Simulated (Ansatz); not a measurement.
# Co in Ansatz: a series of runs

The runs below take Co through single point, with PBE.

All numbers are computed with Ansatz 0.2.0; they aren't measurements. Logs are shortened: lines on timing, memory, paths and dates and some standing lists are left out, and cuts for length are marked.

### 1 The cell of the first run

The cell holds a slab with vacuum, 6 atoms: a = 2.540 Å, b = 2.540 Å, c = 25.367 Å, α = 90.00°, β = 90.00°, γ = 120.00°.

### 2 Single point, PBE (the (1 1 1) slab of Co, cut from the database cell, not relaxed)

Contents of input.yaml:

```yaml
crystal:
  lattice:
    - [2.539503294, 0.0, 0.0]
    - [-1.269751647, 2.1992743656, 0.0]
    - [0.0, 0.0, 25.3674787838]
  atoms:
    - { symbol: Co, position: [0.6666666667, 0.3333333333, 0.2956541351] }
    - { symbol: Co, position: [0.3333333333, 0.6666666667, 0.3773924811] }
    - { symbol: Co, position: [0.0, 0.0, 0.459130827] }
    - { symbol: Co, position: [0.6666666667, 0.3333333333, 0.540869173] }
    - { symbol: Co, position: [0.3333333333, 0.6666666667, 0.6226075189] }
    - { symbol: Co, position: [0.0, 0.0, 0.7043458649] }
hamiltonian:
  xc: pbe
  pseudopotentials: { kind: paw }
kpoints:
  mp_grid: { grid: [12, 12, 1] }
scf:
  occupations: { method: fermi_dirac, width: 0.05 }
output:
  forces: true
  eigenvalues: true
  write_density: true
  write_potential: true
  elf: true
  volumetric_format: npy
efield:
  axis: 3
  dipole_correction: true
  ramp_width: 0.04
```

Potentials or basis: Ansatz PAW.

Started as:

```bash
$ ansatz run input.yaml --threads 4 --pin off --max-ram 11264MiB --backend cpu --events-out ev --progress --plain --runs-dir out
```

Output:

```text
Warning: RAYON_NUM_THREADS=4 ignored (pool sized by the plan → 4); use --threads N
Engine: ansatz 0.2.0, aarch64-unknown-linux-gnu
Pseudopotentials: kind: paw
Pseudopotential: Co, paw, valence charge 17, recommended cutoff 420 eV (normal), Co.paw.azcp
Functional definition: PBE
  parameter kappa = 0.804
  parameter beta = 0.06672455060314922
  exchange = pbe_x(kappa = kappa, mu = beta*pi^2/3)
  correlation = pbe_c(beta = beta)
Crystal: 6 atoms, lattice volume = 141.679 Å³
Basis set: ecut = 420 eV, 2827 PW (Γ), exchange–correlation on 36×36×360 points (8 copies of the dense FFT grid, shifted against one another)
Bands: 62, of which v1, the nominal top of the filled ones, is band 51 counted from 1 (50 counted from 0)
Symmetry: 6 space group operations
k-points: 19 of 144 (time reversal used)
Non-local potential: Co, projectors of the file, l = 0: 3, l = 1: 2, l = 2: 3, l = 3: 1
PAW form: soft (Blöchl's): semilocal exchange-correlation on the pseudo side does not see the compensation charge
PAW one-centre angular grid: Co, 590 points (default); XC on 64 Gauss nodes
Initial density: superposition of atomic densities (neutral atoms: chi_scale 0, normalization atom), corrected by the library's trained network
Initial wavefunctions: pseudopotential atomic-orbital guess
Functional: x = pbe(κ = 0.804, μ = 0.2195149727645171), c = pbe(β = 0.06672455060314922)
SCF iter   1: F=—  HF=-30753.459288 eV  |F-HF|=—  |Δ(HF+E_count)|=         —  Δρ=5.37e-2  dr2=1.51e1  ethr=1.77e-3  p=-0.000 e·Å  D=-4.26e-14 V/Å  ΔV_dip=0.00 eV  dr2_dipole=6.05e-6  V_vac-E_F(+/−)=4.87/4.87 eV  ⟨swp⟩=7.1  Hψ=4510  notcnv=0  defer=4
efield: sawtooth ramp at fractional position 0.9800 (placed from the atoms, in the widest stretch of the axis that holds none; the zero of the levels goes with the place), width 0.0400; the density the first Hamiltonian is built on has a dipole p = -0.000 e·Å; the dipole correction subtracts the counter field D = -4.26e-14 V/Å, which shifts the + side's vacuum level by +0.00 eV against the − side's; the planar-averaged density in the ramp window peaks in size at 3.9e-5 e/Å³
preconditioner: auto → LDOS  [metal: Δε(μ)=0.012 eV  Ē_g=4.296 eV  σ=0.050 eV  W_gap=0.06  n_scr=20 (ndim 8)  ℏωp=22.9 eV  f_vac=0.472  D(μ)=17.07/eV (n_scr^D=210)  β→1.0]
SCF iter   2: F=—  HF=-30753.329257 eV  |F-HF|=—  |Δ(HF+E_count)|=   1.30e-1  Δρ=1.75e-2  dr2=5.81e-1  ethr=1.77e-3  p=0.000 e·Å  D=1.08e-5 V/Å  ΔV_dip=-0.00 eV  dr2_dipole=8.14e-6  V_vac-E_F(+/−)=5.09/5.09 eV  ⟨swp⟩=2.5  Hψ=1458  notcnv=0  defer=17
SCF iter   3: F=—  HF=-30753.374569 eV  |F-HF|=—  |Δ(HF+E_count)|=   4.53e-2  Δρ=6.47e-3  dr2=6.51e-2  ethr=5.69e-4  p=0.000 e·Å  D=3.42e-6 V/Å  ΔV_dip=-0.00 eV  dr2_dipole=1.38e-6  V_vac-E_F(+/−)=5.10/5.10 eV  ⟨swp⟩=2.1  Hψ=1255  notcnv=0  defer=17
SCF iter   4: F=—  HF=-30753.390032 eV  |F-HF|=—  |Δ(HF+E_count)|=   1.55e-2  Δρ=3.43e-3  dr2=2.62e-2  ethr=6.38e-5  p=-0.000 e·Å  D=-1.15e-6 V/Å  ΔV_dip=0.00 eV  dr2_dipole=2.46e-10  V_vac-E_F(+/−)=5.11/5.11 eV  ⟨swp⟩=2.6  Hψ=1478  notcnv=0  defer=17
SCF iter   5: F=—  HF=-30753.393178 eV  |F-HF|=—  |Δ(HF+E_count)|=   3.15e-3  Δρ=1.89e-3  dr2=9.78e-3  ethr=2.57e-5  p=0.000 e·Å  D=2.32e-7 V/Å  ΔV_dip=-0.00 eV  dr2_dipole=2.72e-9  V_vac-E_F(+/−)=5.12/5.12 eV  ⟨swp⟩=2.1  Hψ=1221  notcnv=0  defer=17
SCF iter   6: F=—  HF=-30753.393527 eV  |F-HF|=—  |Δ(HF+E_count)|=   3.49e-4  Δρ=8.67e-4  dr2=1.86e-3  ethr=9.59e-6  p=-0.000 e·Å  D=-6.89e-7 V/Å  ΔV_dip=0.00 eV  dr2_dipole=1.82e-8  V_vac-E_F(+/−)=5.12/5.12 eV  ⟨swp⟩=1.9  Hψ=1183  notcnv=0  defer=17
SCF iter   7: F=—  HF=-30753.393935 eV  |F-HF|=—  |Δ(HF+E_count)|=   4.08e-4  Δρ=2.21e-4  dr2=2.31e-4  ethr=1.83e-6  p=-0.000 e·Å  D=-1.41e-7 V/Å  ΔV_dip=0.00 eV  dr2_dipole=1.55e-9  V_vac-E_F(+/−)=5.12/5.12 eV  ⟨swp⟩=1.9  Hψ=1220  notcnv=0  defer=17
SCF iter   8: F=—  HF=-30753.393947 eV  |F-HF|=—  |Δ(HF+E_count)|=   1.23e-5  Δρ=4.59e-5  dr2=9.21e-6  ethr=2.27e-7  p=-0.000 e·Å  D=-6.26e-8 V/Å  ΔV_dip=0.00 eV  dr2_dipole=6.27e-10  V_vac-E_F(+/−)=5.12/5.12 eV  ⟨swp⟩=1.6  Hψ=1262  notcnv=0  defer=17
SCF iter   9: F=—  HF=-30753.393961 eV  |F-HF|=—  |Δ(HF+E_count)|=   1.40e-5  Δρ=1.70e-4  dr2=6.24e-5  ethr=9.03e-9  p=0.000 e·Å  D=6.55e-8 V/Å  ΔV_dip=-0.00 eV  dr2_dipole=4.54e-11  V_vac-E_F(+/−)=5.12/5.12 eV  ⟨swp⟩=2.5  Hψ=2300  notcnv=0  defer=17
SCF iter  10: F=—  HF=-30753.393960 eV  |F-HF|=—  |Δ(HF+E_count)|=   1.12e-6  Δρ=9.51e-5  dr2=3.28e-5  ethr=9.03e-9  p=0.000 e·Å  D=2.35e-8 V/Å  ΔV_dip=-0.00 eV  dr2_dipole=2.03e-11  V_vac-E_F(+/−)=5.12/5.12 eV  ⟨swp⟩=1.1  Hψ=1162  notcnv=0  defer=17
SCF iter  11: F=—  HF=-30753.393961 eV  |F-HF|=—  |Δ(HF+E_count)|=   8.59e-7  Δρ=3.30e-5  dr2=7.55e-7  ethr=9.03e-9  p=-0.000 e·Å  D=-5.06e-8 V/Å  ΔV_dip=0.00 eV  dr2_dipole=4.20e-12  V_vac-E_F(+/−)=5.12/5.12 eV  ⟨swp⟩=1.5  Hψ=1296  notcnv=0  defer=17
SCF iter  12: F=—  HF=-30753.393962 eV  |F-HF|=—  |Δ(HF+E_count)|=   5.24e-7  Δρ=1.65e-5  dr2=4.24e-7  ethr=7.40e-10  p=-0.000 e·Å  D=-2.65e-8 V/Å  ΔV_dip=0.00 eV  dr2_dipole=1.14e-12  V_vac-E_F(+/−)=5.12/5.12 eV  ⟨swp⟩=2.7  Hψ=2205  notcnv=0  defer=17
SCF iter  13: F=-30753.393962 eV  HF=-30753.393962 eV  |F-HF|=1.76e-8  |Δ(HF+E_count)|=   1.15e-7  Δρ=5.85e-6  dr2=5.92e-8  ethr=9.80e-11  p=-0.000 e·Å  D=-1.66e-8 V/Å  ΔV_dip=0.00 eV  dr2_dipole=6.35e-13  V_vac-E_F(+/−)=5.12/5.12 eV  ⟨swp⟩=14.5  Hψ=9089  notcnv=0
SCF 1 converged in 13 iterations: F = -30753.393962 eV  dr2 = 5.92e-8
WARN: The output density's exchange-correlation potential varies sharply where the density is thin. Do not read a vacuum level from v_tot or v_xc, or from such a field of the output density. On a cell that repeats whose density bears no net charge and no dipole along the vacuum's axis use v_es (v_loc + v_h of the components); under efield.dipole_correction with no amplitude use v_es + v_field, which holds any external_charges[].barrier, or the levels of the report's work_function block, which leave it out; under a non-zero efield.amplitude the vacuum is tilted and has no level; on a cell that repeats and bears such a dipole with no correction it is tilted too, and efield.dipole_correction with no amplitude gives each side of its ramp a level where efield: is served; in a cell that repeats whose density bears a net charge (total_charge, or a fill off its count) it is curved and has none; of a slab under crystal.periodic whose density bears no net charge use v_es, which has a level on each side, short of where the two are joined; of another it falls or rises all the way out and has none; of a slab beside external_charges read slab_vacuum_level instead, which it has where they leave it neutral. The grid or the basis barely resolves most such structure, and the values can differ between equally converged runs; as a rule a tighter scf.convergence.dr2_threshold does not remove it. Where the density itself ripples (under the LDA too) a higher basis.ecutwfc lessens it. The files hold the spikes' plane waves up to the density's cutoff. Files: v_tot_of_output_density and the like, and their columns of v_z.tsv (output.write_potential); v_xc_of_output_density and the like, and their columns of v_comp_z.tsv (output.write_potential_components). Measured: with its Gaussian average of σ = 0.25 Å subtracted twice, the exchange-correlation potential is over 0.1 eV at 25 of the grid points where the equally averaged density (valence and model cores) is under 1e-3 e/Å³, and 0.144 eV at the most among them, at an averaged density of 2.7e-8 e/Å³. The input density's (outcome.potential() and, of a run that writes arrays, v_tot and v_xc) is over 0.1 eV, so measured, at 187 points of its own thin density, 0.186 eV at the most. See output.write_potential in the manual, Limitations
SCF converged after 13 iterations
Free energy (F): -30753.393962 eV
Harris-Foulkes:  -30753.393962 eV  (|F-HF|=1.76e-8)
Internal energy: -30753.248719 eV  (E = F + TS)
E sigma→0 (E₀):  -30753.321340 eV
Entropy (-TS):   -0.145243 eV (-24.207 meV/atom)
Fermi energy:    5.836504 eV
Dipole field:    D = 0.000001 V/Å  (p = 0.000001 e·Å, saw-weighted, corrected)
Work function:   Φ+ = 5.1187 eV   Φ− = 5.1187 eV
Levels:          The Fermi level and band energies are counted from a zero that moves with the ramp; work functions are not
--- Per-component energies (eV) ---
  E_band       = -2739.750731
  E_kinetic    = 2709.230975
  E_local      = -206405.331867  (includes V_loc(G=0)·N_el)
  E_nonlocal   = 2724.771920
  E_hartree    = 101190.570102
  E_xc         = -946.849808
  E_vxc        = -1221.281451  (∫ρ·V_xc dr)
  E_paw        = -9088.002740  (= ΣΔE_a)
  E_vpaw       = -2928.336259  (= ΣTr[D̂ρ^β])
  E_aug_tail   = 0.000476  (compensation charges beyond the density's cutoff)
  E_efield     = 0.000000  (sawtooth field / dipole correction)
  E_vefield    = 0.000000  (∫n·V_field dr)
  E_ewald      = 79062.362221
  E_smearing   = -0.145243  (= −TS)
  E_closure    = -0.000000  (closes the sum)
  Σ components = -30753.393962   (vs F -30753.393962, Δ=0.00e0)
--- Forces (eV/Å), atoms counted from 1 ---
  atom   1  Co     0.00000000     0.00000000     1.03657449
  atom   2  Co    -0.00000000    -0.00000000    -0.20613351
  atom   3  Co    -0.00000000     0.00000000    -0.07069574
  atom   4  Co     0.00000000    -0.00000000     0.07069595
  atom   5  Co     0.00000000     0.00000000     0.20613338
  atom   6  Co    -0.00000000    -0.00000000    -1.03657514
  max |Σ_I F_I| component: 5.57e-7 eV/Å
--- Band table (eV; the first three rows and the last of 19) ---
  k-point 0: bands = ["-89.0949", "-89.0915", "-89.0714", "-89.0537", "-88.8124", "-88.8124", "-52.4648", "-52.4082", "-52.3276", "-52.2527", "-52.2512", "-52.2512", "-52.2494", "-52.2494", "-52.2252", "-52.2252", "-52.2082", "-52.2082", "-52.0356", "-52.0356", "-52.0356", "-52.0356", "-51.9769", "-51.9767", "-2.4128", "-1.7507", "-0.7475", "0.3858", "1.2444", "1.5363", "3.9157", "3.9479", "4.1680", "4.1877", "4.1877", "4.2108", "4.2468", "4.2468", "4.3017", "4.3017", "4.3614", "4.3614", "4.5276", "4.5276", "4.5546", "4.5546", "4.6166", "5.3293", "5.3293", "5.3463", "5.3463", "5.4936", "5.4936", "5.7532", "5.7532", "5.7821", "5.9855", "5.9855", "6.0976", "6.0976", "6.1461", "10.6216"]
  k-point 1: bands = ["-89.0926", "-89.0895", "-89.0696", "-89.0523", "-88.8105", "-88.8105", "-52.4600", "-52.4059", "-52.3292", "-52.2686", "-52.2620", "-52.2550", "-52.2530", "-52.2526", "-52.2350", "-52.2286", "-52.2207", "-52.2108", "-52.0488", "-52.0488", "-52.0388", "-52.0388", "-51.9755", "-51.9754", "-2.1810", "-1.5254", "-0.5324", "0.5889", "1.4334", "1.7046", "3.7824", "3.8339", "4.0458", "4.0676", "4.1433", "4.2084", "4.2909", "4.3155", "4.3171", "4.3461", "4.4002", "4.4191", "4.4520", "4.5177", "4.5362", "4.6178", "4.6523", "5.1742", "5.2108", "5.2548", "5.3297", "5.3709", "5.3874", "5.5088", "5.6397", "5.7554", "5.9882", "6.0874", "6.1045", "6.7334", "7.1993", "10.8387"]
  k-point 2: bands = ["-89.0864", "-89.0839", "-89.0646", "-89.0486", "-88.8054", "-88.8054", "-52.4468", "-52.4008", "-52.3386", "-52.3061", "-52.2934", "-52.2761", "-52.2652", "-52.2626", "-52.2520", "-52.2474", "-52.2376", "-52.2181", "-52.0847", "-52.0846", "-52.0477", "-52.0477", "-51.9719", "-51.9718", "-1.5084", "-0.8778", "0.0727", "1.1390", "1.9316", "2.1486", "3.4316", "3.6227", "3.6690", "3.8373", "3.8961", "4.0345", "4.2263", "4.2474", "4.3104", "4.4469", "4.4577", "4.5717", "4.5773", "4.6591", "4.6896", "4.8389", "4.8407", "4.9183", "4.9210", "5.1389", "5.1507", "5.3551", "5.4488", "5.5331", "5.7564", "5.9441", "5.9932", "6.1216", "6.6990", "7.7211", "8.5034", "11.4894"]
  k-point 18: bands = ["-89.0566", "-89.0566", "-89.0361", "-89.0361", "-88.7811", "-88.7811", "-52.4139", "-52.4139", "-52.4012", "-52.3971", "-52.3971", "-52.3770", "-52.3622", "-52.3622", "-52.3187", "-52.3044", "-52.2889", "-52.2889", "-52.1741", "-52.1741", "-52.1676", "-52.1675", "-51.9557", "-51.9557", "2.8468", "2.8468", "2.8664", "2.9293", "2.9293", "2.9536", "2.9719", "3.0170", "3.0170", "3.3169", "3.3169", "3.8115", "3.8115", "3.8650", "3.9660", "4.3306", "4.3306", "4.4145", "4.4187", "5.1373", "5.1373", "5.1691", "5.3229", "5.3229", "5.8354", "5.8354", "5.9186", "5.9966", "5.9966", "6.0306", "11.0239", "11.0395", "11.0395", "11.3088", "11.3088", "11.9617", "12.0196", "13.0426"]
```

It took 8.1 s on 4 threads of Arm Neoverse V1, shared host; peak memory 0.53 GiB.

What came out:

```yaml
Free_energy: -30753.3940 eV
Largest_force: 1.037 eV/Å
Band_gap_on_the_k_mesh: none (metal or under the smearing width)
Work_function_of_the_upper_face: 5.12 eV
Work_function_of_the_lower_face: 5.12 eV
Dipole_across_the_slab: 0.000 e·Å
```

Forces in eV/Å, atoms in the order of the input:
```
Co   0.000  0.000  1.037
Co   0.000  0.000 -0.206
Co   0.000  0.000 -0.071
Co   0.000  0.000  0.071
Co   0.000  0.000  0.206
Co   0.000  0.000 -1.037
```

Levels at points of the mesh, in eV from the Fermi level:
```tsv
k point	band 47	band 48	band 49	band 50	band 51	band 52	band 53	band 54
(0.00, 0.00, 0.00)	-1.22	-0.51	-0.51	-0.49	-0.49	-0.34	-0.34	-0.08
(0.00, -0.50, 0.00)	0.22	0.23	0.29	0.31	0.36	0.43	0.52	0.53
```

Caveat: the cell was measured hot, at 1300 K; the run has no spin polarisation, though such a crystal can be magnetic. Spin polarisation is off, so any magnetic state and its effect on volume and gap are missing.

(Part 1 of 2 ends here.)
